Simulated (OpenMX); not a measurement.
## HfO2 under changes of volume

One of the cells (11.152 Å³/atom); the others are scaled copies at fixed shape and fractional positions:

```
Hf O
1.0
     0.00000    2.55750    2.55750
     2.55750    0.00000    2.55750
     2.55750    2.55750    0.00000
Hf O
1 2
Direct
  0.00000 0.00000 0.00000
  0.75000 0.75000 0.75000
  0.25000 0.25000 0.25000
```

Measurements of this composition are mostly on another form, of space group No. 14.

| Item | Value |
| --- | --- |
| Program | OpenMX 3.8.5 |
| Functional | LDA |
| Potentials or basis | OpenMX 2013 LDA set, Hf7.0-s3p2d2f1, O6.0-s2p2d1, fixed grid of 36 × 36 × 36 points |
| k mesh | 9 × 9 × 9 |
| Occupations | fermi-dirac, width 0.05 eV |
| Spin | no spin polarisation |

| volume (Å³/atom) | energy over the lowest point (meV/atom) | gap on the mesh (eV) |
| --- | --- | --- |
| 10.483 | 0.00 | 3.86 |
| 10.706 | 12.11 | 3.80 |
| 10.929 | 31.28 | 3.75 |
| 11.152 | 56.76 | 3.70 |
| 11.375 | ? | ? |
| 11.598 | 124.18 | 3.58 |
| 11.821 | 164.89 | 3.52 |

Q: What does the run at 11.375 Å³/atom give?

A: Energy over the lowest point 87.93 meV/atom; gap on the mesh 3.64 eV.

Worked out: A Birch-Murnaghan fit of order 3 (a polynomial in V^(-2/3)) to the other rows has its minimum at 10.26 Å³/atom, just outside them, with B0 = V·E''(V) = 293 GPa and B' = 4.2. It gives 87.94 meV/atom at 11.375 Å³/atom, against the run's 87.93. A parabola through the other rows of the gap, of slope -2.95 eV per unit of ln V there, gives 3.64 eV, against the run's 3.64.

Energies are extrapolated to zero smearing.

Caveats: spin-orbit coupling is left out, which moves the levels of the heavy elements; an odd mesh through Γ misses points on the zone boundary, where band edges often lie; the basis of atomic orbitals isn't converged, which shifts pressures, moduli and gaps.
